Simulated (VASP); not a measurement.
# HC16 (a cell with a defect) in VASP: a series of runs, part 2 of 2

VASP 6.6.1. The steps go on from the part before.

## Step 3: Single point, PBE, collinear spin, typed start

The input, INCAR:

```
SYSTEM = HC16
PREC     = Accurate       ! precision mode
ENCUT    = 520            ! plane-wave cutoff, eV
EDIFF    = 1E-7           ! SCF threshold, eV
ISMEAR   = -1             ! smearing method
SIGMA    = 0.05           ! smearing width, eV
LREAL    = Auto         
LASPH    = .True.         ! aspherical terms in the spheres
NELM     = 150            ! most SCF steps
ALGO     = Normal         ! electronic algorithm
ISIF     = 2              ! what is computed and relaxed
LWAVE    = .False.        ! write WAVECAR
LCHARG   = .False.        ! write CHGCAR
ISPIN    = 2              ! spin polarisation
MAGMOM   = 0 0 0 0 0 0 0 0 0 0 0 0 0 0 0 0 1 ! initial moments
LORBIT   = 11             ! projections on sites
GGA      = PE             ! functional
NBANDS   = 50             ! bands
```

The input, KPOINTS:

```
Automatic mesh
0
Gamma
  3 3 3
  0 0 0
```

The input, POSCAR:

```
HC16
1.0
    0.0000000000      3.5700000000      3.5700000000
    3.5700000000      0.0000000000      3.5700000000
    3.5700000000      3.5700000000      0.0000000000
C H
16 1
Direct
   -0.0216946779     -0.0018067227      0.0173529412
    0.0945238095      0.1197899160      0.1609943978
   -0.0303081232     -0.0197198880      0.5206162465
    0.0690336134      0.1206862745      0.6612184874
   -0.0408403361      0.4744257703      0.0444257703
    0.1341316527      0.5987254902      0.1448879552
   -0.0364985994      0.5016806723      0.5024369748
    0.1024929972      0.5840616246      0.6918207283
    0.4540196078     -0.0060924370      0.0345798319
    0.6006722689      0.1364145658      0.1298599440
    0.4408263305      0.0116106443      0.5492857143
    0.6029411765      0.1159383754      0.6243697479
    0.4939775910      0.4882913165      0.0422689076
    0.5942997199      0.6251120448      0.1680252101
    0.4886834734      0.4928851541      0.5360504202
    0.5613585434      0.6518067227      0.6557282913
    0.8246638655      0.7885014006      1.0417226891
```

Potentials or basis: VASP PAW PBE potentials, release 64 (C, H).

On the command line:

```sh
$ cat potpaw_PBE.64/C/POTCAR potpaw_PBE.64/H/POTCAR > POTCAR
$ mpirun -np 1 vasp_std > vasp.out
```

OUTCAR:

```text
SYSTEM = HC16
   PREC = Accurate
   ENCUT = 520
   EDIFF = 1E-7
   ISMEAR = -1
   LREAL = Auto
   LASPH = .True.
   NELM = 150
   ISIF = 2
   ISPIN = 2
   LORBIT = 11
   GGA = PE

 ion  position               nearest neighbor table
   1  0.978  0.998  0.017-   4 1.47  10 1.56   2 1.57   6 1.65
   2  0.095  0.120  0.161-   5 1.46   9 1.48   3 1.49   1 1.57
   3  0.970  0.980  0.521-   2 1.49  12 1.51   4 1.57   8 1.65
   4  0.069  0.121  0.661-   1 1.47  11 1.54   3 1.57   7 1.58
   5  0.959  0.474  0.044-  17 1.37   8 1.46   2 1.46  14 1.51   6 1.66
   6  0.134  0.599  0.145-  13 1.49   7 1.49   1 1.65   5 1.66
   7  0.964  0.502  0.502-   6 1.49   4 1.58  16 1.66   8 1.71
   8  0.102  0.584  0.692-   5 1.46  15 1.60   3 1.65   7 1.71
   9  0.454  0.994  0.035-   2 1.48  14 1.53  10 1.59  12 1.69
  10  0.601  0.136  0.130-  13 1.46   1 1.56   9 1.59  11 1.73
  11  0.441  0.012  0.549-  12 1.43  16 1.48   4 1.54  10 1.73
  12  0.603  0.116  0.624-  11 1.43   3 1.51  15 1.57   9 1.69
  13  0.494  0.488  0.042-  10 1.46   6 1.49  14 1.50  16 1.62
  14  0.594  0.625  0.168-  17 1.46  13 1.50   5 1.51  15 1.52   9 1.53
  15  0.489  0.493  0.536-  16 1.46  14 1.52  12 1.57   8 1.60
  16  0.561  0.652  0.656-  15 1.46  11 1.48  13 1.62   7 1.66
  17  0.825  0.789  0.042-   5 1.37  14 1.46

  LATTYP: Found a face centered cubic cell.
 ALAT       =     7.1400000000

  Lattice vectors:

 A1 = (   0.0000000000,   3.5700000000,   3.5700000000)
 A2 = (   3.5700000000,   0.0000000000,   3.5700000000)
 A3 = (   3.5700000000,   3.5700000000,   0.0000000000)

Analysis of symmetry for initial positions (statically):
=====================================================================
 Subroutine PRICEL returns:
 Original cell was already a primitive cell.

 Routine SETGRP: Setting up the symmetry group for a
 face centered cubic supercell.

 Subroutine GETGRP returns: Found  1 space group operations
 (whereof  1 operations were pure point group operations)
 out of a pool of 48 trial point group operations.

The static configuration has the point symmetry C_1 .

Analysis of symmetry for dynamics (positions and initial velocities):
=====================================================================
 Subroutine PRICEL returns:
 Original cell was already a primitive cell.

 Routine SETGRP: Setting up the symmetry group for a
 face centered cubic supercell.

 Subroutine GETGRP returns: Found  1 space group operations
 (whereof  1 operations were pure point group operations)
 out of a pool of 48 trial point group operations.

The dynamic configuration has the point symmetry C_1 .

Analysis of structural, dynamic, and magnetic symmetry:
=====================================================================
 Subroutine PRICEL returns:
 Original cell was already a primitive cell.

 Routine SETGRP: Setting up the symmetry group for a
 face centered cubic supercell.

 Subroutine GETGRP returns: Found  1 space group operations
 (whereof  1 operations were pure point group operations)
 out of a pool of 48 trial point group operations.

The overall configuration has the point symmetry C_1 .

 Subroutine INISYM returns: Found  1 space group operations
 (whereof  1 operations are pure point group operations),
 and found     1 'primitive' translations

----------------------------------------------------------------------------------------

                                     Primitive cell

  volume of cell :      90.9986

[... 125 lines left out ...]
   IMIX   =      4    mixing-type and parameters
     AMIX     =   0.40;   BMIX     =  1.00
     AMIX_MAG =   1.60;   BMIX_MAG =  1.00
  volume/ion in A,a.u.               =       5.35        36.12
  Fermi-wavevector in a.u.,A,eV,Ry     =   1.463416  2.765455 29.138043  2.141586
  Thomas-Fermi vector in A             =   2.579513
   LORBIT       =     11    0 simple, 1 ext, 2 COOP (PROOUT), +10 PAW based schemes
   GGA     = PE    functional components
   LHFCALC =     F    Hartree Fock is set to
   AEXX    =    0.0000 exact exchange contribution
   IVDW    =     0    specifies the selected vdW correction
   LEPSILON=     F    determine dielectric tensor
   LRPA    =     F    only Hartree local field effects (RPA)
 spin polarized calculation
  energy-cutoff  :      520.00
  volume of cell :       91.00
 maximum number of plane-waves:      2453
 NGX is ok and might be reduce to    40
   NGX = 19   NGY = 19   NGZ = 19

 number of electron      65.0000001 magnetization      -0.0014885

 number of electron      65.0000001 magnetization       0.0000746

 Free energy of the ion-electron system (eV)
  ---------------------------------------------------
  ext. energy  EPLUGINS =         0.00000000
  ---------------------------------------------------
  free energy    TOTEN  =      -138.17097221 eV

  energy without entropy =     -138.16269635  energy(sigma->0) =     -138.16683428

 E-fermi :  13.0874     XC(G=0): -13.3715

 val. band max:       12.9077483389   @ k =   0.0000   0.3333   0.0000
 cond. band min:      13.1453293963   @ k =   0.3333   0.0000   0.0000
 fundamental gap:      0.2375810574
 Fermi energy:        13.0873754619

 spin component 1

 k-point     1 :       0.0000    0.0000    0.0000
  band No.  band energies     occupation
      1     -12.0144      1.00000
      2      -6.7733      1.00000
      3      -6.3021      1.00000
      4      -6.0407      1.00000
      5      -5.6030      1.00000
      6      -5.0167      1.00000
[... 647 lines left out ...]
     43      18.7837      0.00000
     44      19.0554      0.00000
 Fermi energy:        13.0873754619

 spin component 2

 k-point     1 :       0.0000    0.0000    0.0000
  band No.  band energies     occupation
      1     -12.0143      1.00000
      2      -6.7732      1.00000
      3      -6.3021      1.00000
      4      -6.0407      1.00000
      5      -5.6030      1.00000
      6      -5.0167      1.00000
[... 647 lines left out ...]
     43      18.7837      0.00000
     44      19.0554      0.00000
 [bands above 44 left out]

------------------------ aborting loop because EDIFF is reached ----------------------------------------

  FORCE on cell =-STRESS in cart. coord.  units (eV):
  Direction    XX          YY          ZZ          XY          YZ          ZX
  --------------------------------------------------------------------------------------
  -------------------------------------------------------------------------------------
  Total       12.8394986     12.7605901     11.7465383     -3.3398912      3.0030718      1.6380898
  in kB      226.0601463    224.6708343    206.8168106    -58.8041882     52.8739383     28.8412209
  external PRESSURE =     219.1825971 kB  Pullay stress =       0.0000000 kB

 VOLUME and BASIS-vectors are now :
 -----------------------------------------------------------------------------
  energy-cutoff  :      520.00
  volume of cell :       91.00
      direct lattice vectors                 reciprocal lattice vectors
     0.000000000  3.570000000  3.570000000    -0.140056022  0.140056022  0.140056022
     3.570000000  0.000000000  3.570000000     0.140056022 -0.140056022  0.140056022
     3.570000000  3.570000000  0.000000000     0.140056022  0.140056022 -0.140056022

 POSITION                                       TOTAL-FORCE (eV/Angst)
 -----------------------------------------------------------------------------------
      3.62550      3.55450      7.05610         0.473028      0.001835     -2.449106
      1.00240      0.91220      0.76510        -2.462097      0.019794     -2.309012
      5.35820      5.32040      6.96140         1.740591      2.906941     -1.160006
      2.79140      2.60700      0.67730        -1.112529     -1.036799      3.152898
      1.85230      3.58280      5.11790         0.424942      1.413516      3.740936
      2.65470      0.99610      2.61630         3.217809     -1.056201     -1.249041
[... 9 lines left out ...]
      4.66790      4.34500      4.33100        -2.810704      4.986172      2.111310
      2.96390      3.09300      5.75900         0.165242     -0.250230      0.999648
 -----------------------------------------------------------------------------------
    total drift:                                0.011404      0.011603     -0.003284

  FREE ENERGIE OF THE ION-ELECTRON SYSTEM (eV)
  ---------------------------------------------------
  free  energy   TOTEN  =      -138.1709722085 eV

  energy  without entropy=     -138.1626963497  energy(sigma->0) =     -138.16683428

 total charge

# of ion       s       p       d       tot
------------------------------------------
    1        0.836   1.722   0.000   2.559
    2        0.858   1.811   0.000   2.668
    3        0.830   1.733   0.000   2.563
    4        0.835   1.752   0.000   2.587
    5        0.846   1.798   0.000   2.644
    6        0.851   1.702   0.000   2.553
[... 9 lines left out ...]
   16        0.845   1.729   0.000   2.575
   17        0.532   0.072   0.000   0.605
--------------------------------------------------
tot         13.988  27.888   0.000  41.876

 magnetization (x)

# of ion       s       p       d       tot
------------------------------------------
    1        0.000  -0.000   0.000  -0.000
    2        0.000   0.000   0.000   0.000
    3       -0.000  -0.000   0.000  -0.000
    4        0.000   0.000   0.000   0.000
    5        0.000  -0.000   0.000   0.000
    6        0.000   0.000   0.000   0.000
[... 9 lines left out ...]
   16        0.000   0.000   0.000   0.000
   17        0.000   0.000   0.000   0.000
--------------------------------------------------
tot          0.000   0.000   0.000   0.000
```

Run time: 5.3 min. Hardware: 1 thread of Intel Xeon Platinum 8488C (Sapphire Rapids), shared host; peak memory 0.32 GiB.

Results:

| Quantity | Value |
| --- | --- |
| Free energy | -138.1710 eV |
| Pressure | 21.9 GPa |
| Largest force | 7.683 eV/Å |
| Band gap on the k mesh | none (metal or under the smearing width) |
| Net moment | 0.00 μB per cell |
| Valence electrons inside the program's atomic spheres | C 2.56, 2.67, 2.59, 2.64, 2.55, 2.48, 2.50, 2.53, 2.61, 2.63, 2.58; H 0.60 |

Forces on the atoms (eV/Å):
```
C    0.473  0.002 -2.449
C   -2.462  0.020 -2.309
C    1.741  2.907 -1.160
C   -1.113 -1.037  3.153
C    0.425  1.414  3.741
C    3.218 -1.056 -1.249
C    3.001  4.357 -0.801
C   -3.041 -6.492  2.762
C   -0.227  0.167  3.856
C    1.044  2.615 -3.028
C   -4.447 -3.086  0.523
C    4.823  3.304 -0.206
C   -0.961 -4.701 -0.558
C   -0.381 -0.483 -1.444
C    0.553 -2.665 -3.942
C   -2.811  4.986  2.111
H    0.165 -0.250  1.000
```

Caveat: the k mesh is coarse (spacing up to 0.51 Å⁻¹), so the values aren't converged; so large a pressure means that the cell lies far from this level's equilibrium, or that cutoff or potentials fall short.
